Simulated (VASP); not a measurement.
# WS2 in VASP: a series of runs, part 2 of 2

VASP 6.6.1. Earlier steps stand in the parts before.

### 9 Equation of state, PBEsol

Potentials or basis: VASP PAW PBE potentials, release 64 (W_sv, S).

No new run: the results of the series are fitted here.

Results:

* Equilibrium volume: 27.35 Å³/atom
* Bulk modulus at fixed shape and positions: 109 GPa
* Pressure derivative of the bulk modulus: 4.4

Energy against volume, from the lowest point:
```csv
volume (Å³/atom),energy (meV/atom)
26.146,19.40
26.703,5.33
27.259,0.00
27.815,2.50
28.372,12.03
28.928,27.86
29.484,49.33
```

Caveat: the cell was scaled at fixed shape and fractional positions, which overstates the stiffness of a crystal with free parameters, most of all of layers and chains; the PAW data sets were made with another functional, which shifts forces and pressure a little.

### 10 Single point, PBE

Input file INCAR:

```
PREC = Accurate
ENCUT = 520
EDIFF = 1E-7
ISMEAR = -1
SIGMA = 0.05
LREAL = False
LASPH = True
NELM = 80
ALGO = Normal
ISIF = 2
LWAVE = False
LCHARG = True
GGA = PE
LELF = True
LVHAR = True
NBANDS = 49
```

Input file KPOINTS:

```
regular mesh
0
Gamma
  10 10 1
```

Input file POSCAR:

```
WS2
1.0
    3.1829541699      0.0000000000      0.0000000000
   -1.5914770850      2.7565191702      0.0000000000
    0.0000000000      0.0000000000     28.5322178600
W S
3 6
Direct
    0.6666666667      0.3333333333      0.4343616800
    0.6666666667      0.3333333333      0.8855337800
    0.0000000000      0.0000000000      0.6592864300
    0.6666666667      0.3333333333      0.6046252100
    0.0000000000      0.0000000000      0.3797102500
    0.0000000000      0.0000000000      0.8308482800
    0.6666666667      0.3333333333      0.7139522100
    0.0000000000      0.0000000000      0.4890304200
    0.0000000000      0.0000000000      0.9401857300
```

Launch:

```sh
> cat potpaw_PBE.64/W_sv/POTCAR potpaw_PBE.64/S/POTCAR > POTCAR
> mpirun -np 1 vasp_std > vasp.out
```

Run time: 4.5 min. Hardware: 1 thread of Intel Xeon Platinum 8259CL at 2.50GHz (Skylake/Cascade Lake), shared host; peak memory 0.41 GiB.

It converged, with:

```
Free energy            : -70.9866 eV
Largest force          : 0.268 eV/Å
Band gap on the k mesh : 1.48 eV, indirect (least direct gap 2.11 eV)
```

Forces on the atoms (eV/Å):
```
W    0.000  0.000 -0.012
W    0.000  0.000  0.003
W    0.000  0.000  0.004
S    0.000  0.000 -0.208
S    0.000  0.000 -0.268
S    0.000  0.000 -0.203
S    0.000  0.000  0.213
S    0.000  0.000  0.205
S    0.000  0.000  0.267
```

Levels at points of the mesh, in eV from the valence-band top:
| k point | band 37 | band 38 | band 39 | band 40 | band 41 | band 42 |
| --- | --- | --- | --- | --- | --- | --- |
| (0.00, 0.00, 0.00) | -0.68 | -0.30 | 0.00 | 2.45 | 2.45 | 2.45 |
| (0.50, 0.00, 0.00) | -1.41 | -1.37 | -1.33 | 2.40 | 2.41 | 2.42 |

Caveat: spin-orbit coupling is left out, which moves the levels of the heavy elements.

### 11 Single point, PBE (atoms moved at random, drawn with an rms of 0.05 Å)

Input file INCAR:

```
PREC     = Accurate       # precision mode
ENCUT    = 520            # plane-wave cutoff, eV
EDIFF    = 1E-7           # SCF threshold, eV
ISMEAR   = -1             # smearing method
SIGMA    = 0.05           # smearing width, eV
LREAL    = False          # projectors in reciprocal space
LASPH    = True           # aspherical terms in the spheres
NELM     = 80             # most SCF steps
ALGO     = Normal         # electronic algorithm
ISIF     = 2              # what is computed and relaxed
LWAVE    = False          # write WAVECAR
LCHARG   = False          # write CHGCAR
GGA      = PE             # functional
NBANDS   = 49             # bands
```

KPOINTS is that of step 10.

Input file POSCAR:

```
WS2
1.0
    3.1829541699      0.0000000000      0.0000000000
   -1.5914770850      2.7565191702      0.0000000000
    0.0000000000      0.0000000000     28.5322178600
W S
3 6
Direct
    0.6754740000      0.3341850000      0.4328760000
    0.6676790000      0.3313130000      0.8842480000
    0.0138720000      0.0019370000      0.6583500000
    0.6480140000      0.3241160000      0.6061960000
    0.0109080000      0.0010190000      0.3790500000
    0.0099400000      0.0148620000      0.8299150000
    0.6671620000      0.3295410000      0.7139020000
   -0.0003880000      0.0206920000      0.4880200000
    0.0187170000     -0.0054900000      0.9394040000
```

Potentials or basis: VASP PAW PBE potentials, release 64 (W_sv, S).

Launch:

```sh
> cat potpaw_PBE.64/W_sv/POTCAR potpaw_PBE.64/S/POTCAR > POTCAR
> mpirun -np 1 vasp_std > vasp.out
```

OUTCAR:

```text
PREC = Accurate
   ENCUT = 520
   EDIFF = 1E-7
   ISMEAR = -1
   LREAL = False
   LASPH = True
   NELM = 80
   ISIF = 2
   GGA = PE

 ion  position               nearest neighbor table
   1  0.675  0.334  0.433-   8 2.36   5 2.39   5 2.40   5 2.40   8 2.44   8 2.46
   2  0.668  0.331  0.884-   9 2.38   6 2.39   6 2.39   9 2.41   6 2.44   9 2.46
   3  0.014  0.002  0.658-   4 2.30   4 2.39   7 2.40   4 2.41   7 2.44   7 2.44
   4  0.648  0.324  0.606-   3 2.30   3 2.39   3 2.41
   5  0.011  0.001  0.379-   1 2.39   1 2.40   1 2.40
   6  0.010  0.015  0.830-   2 2.39   2 2.39   2 2.44
   7  0.667  0.330  0.714-   3 2.40   3 2.44   3 2.44
   8  1.000  0.021  0.488-   1 2.36   1 2.44   1 2.46
   9  0.019  0.995  0.939-   2 2.38   2 2.41   2 2.46
[... 1464 lines left out ...]
  external PRESSURE =      20.6266895 kB  Pullay stress =       0.0000000 kB

 VOLUME and BASIS-vectors are now :
 -----------------------------------------------------------------------------
  energy-cutoff  :      520.00
  volume of cell :      250.34
      direct lattice vectors                 reciprocal lattice vectors
     3.182954170  0.000000000  0.000000000     0.314173547  0.181388182  0.000000000
    -1.591477085  2.756519170  0.000000000     0.000000000  0.362776363  0.000000000
     0.000000000  0.000000000 28.532217860     0.000000000  0.000000000  0.035048099

 POSITION                                       TOTAL-FORCE (eV/Angst)
 -----------------------------------------------------------------------------------
      1.61816      0.92119     12.35091        -0.592485      0.576169      0.520220
      1.59791      0.91327     25.22956         0.636847      0.410233      0.380354
      0.04107      0.00534     18.78419        -1.439753     -0.578889      1.755519
      1.54678      0.89343     17.29612         1.095612      0.430608     -1.689249
      0.03310      0.00281     10.81514        -0.059188     -0.023270     -0.684269
      0.00799      0.04097     23.67932        -0.029934     -0.466988     -0.383029
      1.59909      0.90839     20.36921         0.342540      0.152536     -0.075980
      3.14879      0.05704     13.92429         0.651667     -0.555483      0.102086
     -1.52316      2.74139     26.80328        -0.605306      0.055083      0.074347
 -----------------------------------------------------------------------------------
    total drift:                               -0.000150      0.000189      0.000483

  FREE ENERGIE OF THE ION-ELECTRON SYSTEM (eV)
  ---------------------------------------------------
  free  energy   TOTEN  =       -70.7908330760 eV

  energy  without entropy=      -70.7908329610  energy(sigma->0) =      -70.79083302
```

OSZICAR:

```text
N       E                     dE             d eps       ncg     rms          rms(c)
DAV:   1     0.786880234164E+03    0.78688E+03   -0.41928E+04  5904   0.147E+03
DAV:   2    -0.167966548240E+02   -0.80368E+03   -0.77772E+03  6099   0.395E+02
DAV:   3    -0.727031018193E+02   -0.55906E+02   -0.54906E+02  6312   0.990E+01
[... 18 lines left out ...]
DAV:  22    -0.707908311436E+02   -0.76205E-05   -0.17501E-07  4104   0.117E-03    0.502E-04
DAV:  23    -0.707908325213E+02   -0.13777E-05   -0.29688E-08  3896   0.473E-04    0.331E-04
DAV:  24    -0.707908327803E+02   -0.25897E-06   -0.41016E-09  3288   0.232E-04    0.130E-04
DAV:  25    -0.707908330573E+02   -0.27702E-06   -0.10811E-08  3488   0.190E-04    0.860E-05
DAV:  26    -0.707908330760E+02   -0.18697E-07   -0.64884E-10  3128   0.761E-05
   1 F= -.70790833E+02 E0= -.70790833E+02  d E =-.114994E-06
```

Run time: 16 min. Hardware: 1 thread of Intel Xeon Platinum 8259CL at 2.50GHz (Skylake/Cascade Lake), shared host; peak memory 0.64 GiB.

Results:

```yaml
Free_energy: -70.7908 eV
Largest_force: 2.343 eV/Å
Band_gap_on_the_k_mesh: 1.37 eV, indirect (least direct gap 1.99 eV)
```

Forces on the atoms (eV/Å):
```
W   -0.592  0.576  0.520
W    0.637  0.410  0.380
W   -1.440 -0.579  1.756
S    1.096  0.431 -1.689
S   -0.059 -0.023 -0.684
S   -0.030 -0.467 -0.383
S    0.343  0.153 -0.076
S    0.652 -0.555  0.102
S   -0.605  0.055  0.074
```

Caveat: spin-orbit coupling is left out, which moves the levels of the heavy elements.

### 12 The runs side by side

| task | level | cell | ladder | gap on the mesh (eV) | largest force (eV/Å) |
| --- | --- | --- | --- | --- | --- |
| single point | PBEsol | as given | free | 1.45 | 0.10 |
| equation of state | PBEsol | as given | free | - | - |
| single point | PBE | as given | - | 1.48 | 0.27 |
| single point | PBE | atoms moved at random, drawn with an rms of 0.05 Å | - | 1.37 | 2.34 |

Alike in all rows: potentials or basis VASP PAW PBE potentials, release 64 (W_sv, S); no spin polarisation; k mesh 10 × 10 × 1; cutoff (eV) 520; smearing fermi-dirac 0.05 eV.

Caveats: spin-orbit coupling is left out, which moves the levels of the heavy elements (some runs); the PAW data sets were made with another functional, which shifts forces and pressure a little (some runs); the cell was scaled at fixed shape and fractional positions, which overstates the stiffness of a crystal with free parameters, most of all of layers and chains (some runs).

Absolute energies hang on the potentials; compare differences alone.
